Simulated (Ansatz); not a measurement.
Zn (P6/mmm)

The calculation used Ansatz, DFT PBE, scalar-relativistic, plane waves, PAW.

Cutoff 420 eV; k points 24×24×18 on the computed 1-atom cell (Γ-centred); Gaussian smearing, width 0.10 eV; no spin polarisation.

The structure is relaxed at this level of theory with its symmetry kept, and needn't be the ground state of this composition.

```cif
data_structure
_symmetry_space_group_name_H-M 'P6/mmm'
_symmetry_Int_Tables_number 191
_cell_length_a 2.5761
_cell_length_b 2.5761
_cell_length_c 3.0374
_cell_angle_alpha 90.000
_cell_angle_beta 90.000
_cell_angle_gamma 120.000
_cell_volume 17.46
loop_
_atom_site_label
_atom_site_type_symbol
_atom_site_symmetry_multiplicity
_atom_site_Wyckoff_symbol
_atom_site_fract_x
_atom_site_fract_y
_atom_site_fract_z
_atom_site_occupancy
Zn1 Zn 1 b 0.00000 0.00000 0.50000 1
```

Energy over the standard state (uncorrected)?

+0.110 eV/atom.

Kohn–Sham band gap?

none (metal).

Density of states at the Fermi level?

0.3 states/eV per cell.

Bader charge by site (e)?

Zn (1 in the cell) 0.00.

The cell was found from a structure generator's guess, not taken from experiment.
